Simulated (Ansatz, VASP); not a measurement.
**BaS in VASP and in Ansatz**

The input POSCAR:

```
BaS
1.0
    3.8337582655      0.0000000000      0.0000000000
    0.0000000000      3.8337582655      0.0000000000
    0.0000000000      0.0000000000      3.8337582655
Ba S
1 1
Direct
    0.0000000000      0.0000000000      0.0000000000
    0.5000000000      0.5000000000      0.5000000000
```

The input INCAR.step1:

```
PREC = Accurate ; ENCUT = 520
ISMEAR = 0 ; SIGMA = 0.01
LREAL = F ; LASPH = T
NELM = 100 ; NBANDS = 15
GGA = PE ; ALGO = Normal
EDIFF = 1E-4 ; LWAVE = T
LCHARG = F
```

File INCAR.step2:

```
PREC = Accurate ; ENCUT = 520
EDIFF = 1E-7 ; ISMEAR = 0
SIGMA = 0.01 ; LREAL = F
LASPH = T ; NELM = 100
ALGO = Normal ; ISIF = 2
LWAVE = F ; LCHARG = T
METAGGA = R2SCAN ; LMIXTAU = T
LELF = T ; LVHAR = T
NBANDS = 15 ; ISTART = 1
```

Contents of KPOINTS:

```
regular mesh
0
Gamma
  4 4 4
```

Input for Ansatz:

```yaml
crystal:
  lattice:
    - [3.8337582655, 0.0, 0.0]
    - [0.0, 3.8337582655, 0.0]
    - [0.0, 0.0, 3.8337582655]
  atoms:
    - { symbol: Ba, position: [0.0, 0.0, 0.0] }
    - { symbol: S, position: [0.5, 0.5, 0.5] }
kpoints:
  mp_grid: { grid: [4, 4, 4] }
hamiltonian:
  xc: r2scan
scf:
  occupations: { method: fixed }
  n_extra_bands: 4
output:
  forces: true
  stress: true
  eigenvalues: true
basis:
  xc_grid: 3
```

Alike in both runs: task single point; functional r2SCAN; k mesh 4 × 4 × 4; no spin polarisation.

|  | VASP | Ansatz |
| --- | --- | --- |
| version | VASP 6.6.1 | Ansatz 0.2.0 |
| potentials or method | VASP PAW PBE potentials, release 64 (Ba_sv, S) | plane waves |
| plane-wave cutoff (eV) | 520 | 500 |
| occupations | gaussian, width 0.01 eV | fixed |
| valence electrons in the cell | 16 | 16 |

|  | VASP | Ansatz | Ansatz less VASP |
| --- | --- | --- | --- |
| gap on the k mesh at the Fermi level (eV) | 1.80 | 1.92 | +0.120 |
| pressure (GPa) | 1.0 | 0.1 | -0.94 |

Caveats: the PAW data sets were made with another functional, which shifts forces and pressure a little (VASP); spin-orbit coupling is left out, which moves the levels of the heavy elements. r2SCAN opens gaps a little over a GGA but as a rule still falls short of measured ones. A k mesh can miss the band edges.
